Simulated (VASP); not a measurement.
# TiN (Fm-3m) in VASP: relaxation of cell and atoms with HSE06

Aim: the relaxation of cell and atoms of TiN with HSE06.

All numbers are computed with VASP 6.6.1; they aren't measurements. Logs are shortened: lines on timing, memory, paths and dates and some standing lists are left out, and cuts for length are marked.

## Step 1: The structure

The structure is cubic, space group Fm-3m (No. 225). The conventional cell has a = 4.240 Å, b = 4.240 Å, c = 4.240 Å, α = 90.00°, β = 90.00°, γ = 90.00°. Ti (site symmetry m-3m) is surrounded by 6 N at 2.12 Å. Around N (site symmetry m-3m) lie 6 Ti at 2.12 Å.

The cell was built by a generator and needn't be a form met in nature.

## Step 2: Relaxation of cell and atoms, HSE06

Contents of POSCAR:

```
TiN
1.0
    0.0000000000      2.1200000000      2.1200000000
    2.1200000000      0.0000000000      2.1200000000
    2.1200000000      2.1200000000      0.0000000000
Ti N
1 1
Direct
    0.0000000000      0.0000000000      0.0000000000
    0.5000000000      0.5000000000      0.5000000000
```

Contents of INCAR.step1:

```
SYSTEM = TiN
  PREC = Accurate
  ENCUT = 600
  EDIFF = 1E-5
  ISMEAR = 1
  SIGMA = 0.2
  LREAL = .FALSE.
  LASPH = .TRUE.
  NELM = 80
  ALGO = Normal
  LWAVE = .TRUE.
  LCHARG = .FALSE.
  KPAR = 8
  GGA = PE
```

Contents of INCAR.step2:

```
SYSTEM = TiN
  PREC = Accurate
  ENCUT = 600
  EDIFF = 1E-6
  ISMEAR = 1
  SIGMA = 0.2
  LREAL = .FALSE.
  LASPH = .TRUE.
  NELM = 80
  ALGO = Normal
  ISIF = 3
  LWAVE = .FALSE.
  LCHARG = .FALSE.
  GGA = PE
  LHFCALC = .TRUE.
  HFSCREEN = 0.2
  PRECFOCK = Fast
  IBRION = 2
  NSW = 40
  EDIFFG = -0.02
  KPAR = 8
  ISTART = 1
```

Contents of KPOINTS:

```
regular mesh
0
G
  8 8 8
  0 0 0
```

Potentials or basis: VASP PAW PBE potentials, release 64 (Ti_sv, N).

Run with:

```
$ cat potpaw_PBE.64/Ti_sv/POTCAR potpaw_PBE.64/N/POTCAR > POTCAR
$ cp INCAR.step1 INCAR
$ mpirun -np 8 vasp_std > vasp.out
$ cp INCAR.step2 INCAR
$ mpirun -np 8 vasp_std > vasp.out
```

OUTCAR:

```text
SYSTEM = TiN
   PREC = Accurate
   ENCUT = 600
   EDIFF = 1E-6
   ISMEAR = 1
   LREAL = .FALSE.
   LASPH = .TRUE.
   NELM = 80
   ISIF = 3
   GGA = PE
   LHFCALC = .TRUE.
   HFSCREEN = 0.2
   PRECFOCK = Fast
   IBRION = 2
   NSW = 40
   EDIFFG = -0.02
   ISTART = 1

 ion  position               nearest neighbor table
   1  0.000  0.000  0.000-   2 2.12   2 2.12   2 2.12   2 2.12   2 2.12   2 2.12
   2  0.500  0.500  0.500-   1 2.12   1 2.12   1 2.12   1 2.12   1 2.12   1 2.12

  LATTYP: Found a face centered cubic cell.
 ALAT       =     4.2400000000

  Lattice vectors:

 A1 = (   0.0000000000,   2.1200000000,   2.1200000000)
 A2 = (   2.1200000000,   0.0000000000,   2.1200000000)
 A3 = (   2.1200000000,   2.1200000000,   0.0000000000)

Analysis of symmetry for initial positions (statically):
=====================================================================
 Subroutine PRICEL returns:
 Original cell was already a primitive cell.

 Routine SETGRP: Setting up the symmetry group for a
 face centered cubic supercell.

 Subroutine GETGRP returns: Found 48 space group operations
 (whereof 48 operations were pure point group operations)
 out of a pool of 48 trial point group operations.

The static configuration has the point symmetry O_h .

Analysis of symmetry for dynamics (positions and initial velocities):
=====================================================================
 Subroutine PRICEL returns:
 Original cell was already a primitive cell.

 Routine SETGRP: Setting up the symmetry group for a
 face centered cubic supercell.

 Subroutine GETGRP returns: Found 48 space group operations
 (whereof 48 operations were pure point group operations)
 out of a pool of 48 trial point group operations.

The dynamic configuration has the point symmetry O_h .

 Subroutine INISYM returns: Found 48 space group operations
 (whereof 48 operations are pure point group operations),
 and found     1 'primitive' translations

----------------------------------------------------------------------------------------

                                     Primitive cell

  volume of cell :      19.0563

  direct lattice vectors                    reciprocal lattice vectors
     0.000000000  2.120000000  2.120000000    -0.235849057  0.235849057  0.235849057
     2.120000000  0.000000000  2.120000000     0.235849057 -0.235849057  0.235849057
     2.120000000  2.120000000  0.000000000     0.235849057  0.235849057 -0.235849057

  length of vectors
     2.998132752  2.998132752  2.998132752     0.408502549  0.408502549  0.408502549

  position of ions in fractional coordinates (direct lattice)
     0.000000000  0.000000000  0.000000000
     0.500000000  0.500000000  0.500000000

  ion indices of the primitive-cell ions
   primitive index   ion index
                 1           1
                 2           2

----------------------------------------------------------------------------------------

 KPOINTS: regular mesh

Automatic generation of k-mesh.
 Grid dimensions read from file:
 generate k-points for:    8    8    8

 Generating k-lattice:

  Cartesian coordinates                     Fractional coordinates (reciprocal lattice)
    -0.029481132  0.029481132  0.029481132     0.125000000  0.000000000  0.000000000
     0.029481132 -0.029481132  0.029481132     0.000000000  0.125000000  0.000000000
     0.029481132  0.029481132 -0.029481132     0.000000000  0.000000000  0.125000000

  Length of vectors
     0.051062819  0.051062819  0.051062819

  Shift w.r.t. Gamma in fractional coordinates (k-lattice)
     0.000000000  0.000000000  0.000000000

 Subroutine IBZKPT returns following result:
 ===========================================

 Found     29 irreducible k-points:

 Following reciprocal coordinates:
            Coordinates               Weight
  0.000000  0.000000  0.000000      1.000000
  0.125000  0.000000  0.000000      8.000000
  0.250000  0.000000  0.000000      8.000000
  0.375000  0.000000  0.000000      8.000000
  0.500000  0.000000  0.000000      4.000000
  0.125000  0.125000  0.000000      6.000000
[... 16 lines left out ...]
  0.500000  0.250000  0.125000     48.000000
 -0.375000  0.250000  0.125000     24.000000
 [... further k-points ...]
   k-points           NKPTS =     29   k-points in BZ     NKDIM =    512   number of bands    NBANDS=     12
   number of dos      NEDOS =    301   number of ions     NIONS =      2
   total plane-waves  NPLWV =  13824
   dimension x,y,z NGX =    24 NGY =   24 NGZ =   24
   dimension x,y,z NGXF=    48 NGYF=   48 NGZF=   48
   ions per type =               1   1
   NGX,Y,Z   is equivalent  to a cutoff of  13.31, 13.31, 13.31 a.u.
   NGXF,Y,Z  is equivalent  to a cutoff of  26.62, 26.62, 26.62 a.u.
 SYSTEM =  TiN
   PREC   = accura    normal or accurate (medium, high low for compatibility)
   ISTART =      1    job   : 0-new  1-cont  2-samecut
   ICHARG =      0    charge: 1-file 2-atom 10-const
   ISPIN  =      1    spin polarized calculation?
   LNONCOLLINEAR =      F non collinear calculations
   LSORBIT =      F    spin-orbit coupling
   LASPH  =      T    aspherical Exc in radial PAW
   ENCUT  =  600.0 eV  44.10 Ry    6.64 a.u.   5.99  5.99  5.99*2*pi/ulx,y,z
   NELM   =     80;   NELMIN=  2; NELMDL=  0     # of ELM steps
   EDIFF  = 0.1E-05   stopping-criterion for ELM
   LREAL  =      F    real-space projection
   EDIFFG = -.2E-01   stopping-criterion for IOM
   NSW    =     40    number of steps for IOM
   IBRION =      2    ionic relax: 0-MD 1-quasi-New 2-CG
   NFREE  =      1    steps in history (QN), initial steepest desc. (CG)
   ISIF   =      3    stress and relaxation
   ISYM   =      3    0-nonsym 1-usesym 2-fastsym
   POTIM  = 0.5000    time-step for ionic-motion
   TEBEG  =    0.0;   TEEND  =   0.0 temperature during run
   PSTRESS=    0.0 pullay stress
   NELECT =      17.0000    total number of electrons
   NUPDOWN=      -1.0000    fix difference up-down
   EMIN   =  10.00;   EMAX   =-10.00  energy-range for DOS
   EFERMI =   0.00;   METHOD = LEGACY
   ISMEAR =     1;   SIGMA  =   0.20  broadening in eV -4-tet -1-fermi 0-gaus
   EFERMI_NEDOS =   21; number of points for ismear=-14 and -15
   IALGO  =     38    algorithm
   IMIX   =      1    mixing-type and parameters
     AMIX     =   0.40;   BMIX     =  1.00
     AMIX_MAG =   1.60;   BMIX_MAG =  1.00
  volume/ion in A,a.u.               =       9.53        64.30
  Fermi-wavevector in a.u.,A,eV,Ry     =   1.575960  2.978133 33.792122  2.483651
  Thomas-Fermi vector in A             =   2.676865
   LORBIT       =      0    0 simple, 1 ext, 2 COOP (PROOUT), +10 PAW based schemes
   GGA     = PE    functional components
   LHFCALC =     T    Hartree Fock is set to
   PRECFOCK=fast      Normal, Fast or Accurate (Low or Medium for compatibility)
   ENCUT4O =  -1.0   cutoff for four orbital integrals eV
   NKREDX  =     1    reduce k-point grid by
   NKREDY  =     1    reduce k-point grid by
   NKREDZ  =     1    reduce k-point grid by
   AEXX    =    0.2500 exact exchange contribution
   HFSCREEN=    0.2000 screening length (either q_TF or 0.3 A-1)
   HFSCREENC=   0.2000 screening length for correlation (either q_TF or 0.3 A-1)
   ENCUTFOCK=  -1.0 apply spherical cutoff to Coloumb kernel
   IVDW    =     0    specifies the selected vdW correction
   LEPSILON=     F    determine dielectric tensor
   LRPA    =     F    only Hartree local field effects (RPA)
 conjugate gradient relaxation of ions
 non-spin polarized calculation
 Methfessel and Paxton  Order N= 1 SIGMA  =   0.20
  energy-cutoff  :      600.00
  volume of cell :       19.06
 maximum number of plane-waves:       652
  NGX = 14; NGY = 14; NGZ = 14

--------------------------------------- Ionic step        1  -------------------------------------------

 number of electron      17.0000002 magnetization

 Free energy of the ion-electron system (eV)
  ---------------------------------------------------
  ext. energy  EPLUGINS =         0.00000000
  ---------------------------------------------------
  free energy    TOTEN  =       -23.47890612 eV

  energy without entropy =      -23.47388681  energy(sigma->0) =      -23.47723302

------------------------ aborting loop because EDIFF is reached ----------------------------------------

  FORCE on cell =-STRESS in cart. coord.  units (eV):
  Direction    XX          YY          ZZ          XY          YZ          ZX
  --------------------------------------------------------------------------------------
  -------------------------------------------------------------------------------------
  Total       -0.7654345     -0.7654345     -0.7654345      0.0000000      0.0000000      0.0000000
  in kB      -64.3548174    -64.3548174    -64.3548174      0.0000000      0.0000000      0.0000000
  external PRESSURE =     -64.3548174 kB  Pullay stress =       0.0000000 kB
[... 57 lines left out ...]
  energy  without entropy=      -23.4600922273  energy(sigma->0) =      -23.46362150

--------------------------------------- Ionic step        3  -------------------------------------------

 number of electron      16.9999999 magnetization

 Free energy of the ion-electron system (eV)
  ---------------------------------------------------
  ext. energy  EPLUGINS =         0.00000000
  ---------------------------------------------------
  free energy    TOTEN  =       -23.48715734 eV

  energy without entropy =      -23.48204048  energy(sigma->0) =      -23.48545172

 E-fermi :  12.0815     XC(G=0): -10.7297

 val. band max:       12.0258459890   @ k =   0.1250   0.0000   0.0000
 cond. band min:      12.0846554544   @ k =  -0.3750   0.3750   0.1250
 fundamental gap:      0.0588094655
 Fermi energy:        12.0815049432

 k-point     1 :       0.0000    0.0000    0.0000
  band No.  band energies     occupation
      1     -50.9692      2.00000
      2     -25.2717      2.00000
      3     -25.2717      2.00000
      4     -25.2717      2.00000
      5      -7.8035      2.00000
      6       9.1458      2.00000
      7       9.1458      2.00000
      8       9.1458      2.00000
      9      11.3158      2.00000
     10      11.3158      2.00000
     11      11.3158      2.00000
     12      12.9848     -0.00000
[... 331 lines left out ...]
 k-point    24 :      -0.3750    0.2500    0.1250
  band No.  band energies     occupation
      1     -50.8369      2.00000
      2     -25.9185      2.00000
      3     -25.5287      2.00000
      4     -25.3988      2.00000
      5      -5.3425      2.00000
      6       3.2832      2.00000
      7       5.2071      2.00000
      8       5.6063      2.00000
      9      13.4558     -0.00000
     10      13.8603     -0.00000
     11      14.9699     -0.00000
     12      17.2108      0.00000

 [... further k-points ...]

------------------------ aborting loop because EDIFF is reached ----------------------------------------

  FORCE on cell =-STRESS in cart. coord.  units (eV):
  Direction    XX          YY          ZZ          XY          YZ          ZX
  --------------------------------------------------------------------------------------
  -------------------------------------------------------------------------------------
  Total        0.0072437      0.0072437      0.0072437      0.0000000      0.0000000      0.0000000
  in kB        0.6220918      0.6220918      0.6220918      0.0000000      0.0000000      0.0000000
  external PRESSURE =       0.6220918 kB  Pullay stress =       0.0000000 kB
[... 17 lines left out ...]
  FREE ENERGIE OF THE ION-ELECTRON SYSTEM (eV)
  ---------------------------------------------------
  free  energy   TOTEN  =       -23.4871573360 eV

  energy  without entropy=      -23.4820404818  energy(sigma->0) =      -23.48545172

 reached required accuracy - stopping structural energy minimisation
```

It took 15 min on 8 MPI ranks of Intel Xeon 6975P-C (Granite Rapids), shared host; peak memory 0.24 GiB.

What came out:

| Quantity | Value |
| --- | --- |
| Free energy | -23.4872 eV |
| Relaxed volume | 9.33 Å³/atom |
| Relaxed cell | a = 2.977 Å, b = 2.977 Å, c = 2.977 Å, α = 60.00°, β = 60.00°, γ = 60.00° |
| Space group after relaxing (to 0.05 Å) | Fm-3m (No. 225) |
| Energy gained by relaxing | 4.1 meV/atom |
| Ionic steps | 3 |
| Pressure after relaxing | 0.1 GPa |
| Band gap on the k mesh | none (metal or under the smearing width) |

The path:
```tsv
step	energy change (eV)	largest force (eV/Å)	pressure (GPa)	volume (Å³)
1	0.0000	0.0000	-6.44	19.06
2	0.0135	0.0000	11.31	18.02
3	-0.0083	0.0000	0.06	18.66
```

Final structure:
```
Ti N
1.0
     0.00000    2.10505    2.10505
     2.10505    0.00000    2.10505
     2.10505    2.10505    0.00000
Ti N
1 1
Cartesian
  0.0000 0.0000 0.0000
  2.1050 2.1050 2.1050
```

Levels at points of the mesh, in eV from the Fermi level:
| k point | band 7 | band 8 | band 9 | band 10 | band 11 | band 12 |
| --- | --- | --- | --- | --- | --- | --- |
| (0.00, 0.00, 0.00) | -2.94 | -2.94 | -0.77 | -0.77 | -0.77 | 0.90 |
| (0.50, 0.00, 0.00) | -6.87 | -6.87 | 2.25 | 2.25 | 2.99 | 6.51 |
| (0.50, 0.50, 0.00) | -4.37 | -4.37 | -3.82 | 2.17 | 3.10 | 3.10 |

Caveat: the PAW data sets were made with another functional, which shifts forces and pressure a little.
